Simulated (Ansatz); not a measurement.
# TiC: the cost of one run

Program: Ansatz 0.2.0. Level of theory: DFT PBE, scalar-relativistic, plane waves, PAW. These are calculated values, not measurements.

1 further run of the same task is left out (set aside as unsound or not needed).

## (1) The structure to begin with

The structure is cubic, space group Fm-3m (No. 225). The conventional cell has a = 4.333 Å, b = 4.333 Å, c = 4.333 Å, α = 90.00°, β = 90.00°, γ = 90.00°. Around Ti (site symmetry m-3m) lie 6 C at 2.17 Å. C (site symmetry m-3m) is surrounded by 6 Ti at 2.17 Å.

As a file:

```
CELL_PARAMETERS angstrom
0.00000 2.16641 2.16641
2.16641 0.00000 2.16641
2.16641 2.16641 0.00000
ATOMIC_POSITIONS crystal
Ti 0.00000 0.00000 0.00000
C 0.50000 0.50000 0.50000
```

This cell was relaxed beforehand with the same method: volume 10.17 Å³/atom, gap on the mesh none (metal).

Its energy, with the smearing taken to zero, is -2752.2712 eV for the 2-atom cell on a 16×16×16 mesh; differences below count from it.

## (2) Next cell: atoms packed at random at 1.00 times the crystal's volume

7 Ti, 7 C were thrown into a skewed cell at random, at 1.00 times a reference volume of the solid, and pushed apart as soft spheres.

The cell holds 7 Ti, 7 C: a = 5.484 Å, b = 5.085 Å, c = 5.128 Å, α = 94.25°, β = 92.88°, γ = 87.78°.

## (3) Relaxing on a coarse mesh

A cheap relaxation: coarse mesh, no symmetry, loose thresholds.

input.yaml

```yaml
crystal:
  lattice:
    - [5.481398, 0.100159, -0.131408]
    - [0.100159, 5.080591, -0.188215]
    - [-0.131408, -0.188215, 5.123249]
  atoms:
    - { symbol: Ti, position: [0.9982957308, 0.6691960297, 0.1779868277] }
    - { symbol: Ti, position: [0.5844699329, 0.5871796219, 0.918935797] }
    - { symbol: Ti, position: [0.0599741423, 0.0313880859, 0.5656285798] }
    - { symbol: Ti, position: [0.427552666, 0.2361606484, 0.2402006263] }
    - { symbol: Ti, position: [0.4408539687, 0.7449580725, 0.3793952361] }
    - { symbol: Ti, position: [0.5759045537, 0.0963063746, 0.7397731679] }
    - { symbol: Ti, position: [0.9283307007, 0.1669729922, 0.0946928827] }
    - { symbol: C, position: [0.2644275077, 0.9038703705, 0.9495609158] }
    - { symbol: C, position: [0.2133618634, 0.3718466884, 0.8566465032] }
    - { symbol: C, position: [0.1685819626, 0.4630409988, 0.5406726453] }
    - { symbol: C, position: [0.8285858131, 0.6590292557, 0.5810414407] }
    - { symbol: C, position: [0.7780690166, 0.3786956691, 0.4839911409] }
    - { symbol: C, position: [0.9651620472, 0.461006822, 0.7457457127] }
    - { symbol: C, position: [0.1773566425, 0.6526109922, 0.7757720688] }
  symmetry: { detect: false }
basis:
  ecutwfc: 420
kpoints:
  mp_grid: { grid: [3, 3, 3], shift: [0.0, 0.0, 0.0] }
hamiltonian:
  xc: pbe
scf:
  occupations: { method: gaussian, width: 0.1 }
  lower_state_search: "off"
output:
  forces: true
  stress: true
  eigenvalues: true
relax:
  adjacent_minimum: "off"
  f_tol: 0.04
  max_steps: 70
  cell: { stress_tol: 0.3 }
```

The run is started by

```bash
> ansatz run input.yaml --threads 2 --pin off --max-ram 4096MiB --backend cpu --events-out ev --progress --plain --runs-dir out
```

**Question.** How long does this run take on 2 threads of Intel Xeon 6975P-C (Granite Rapids), shared host, and how much memory does it need?

About 3.2 min, with a peak of 0.53 GiB.
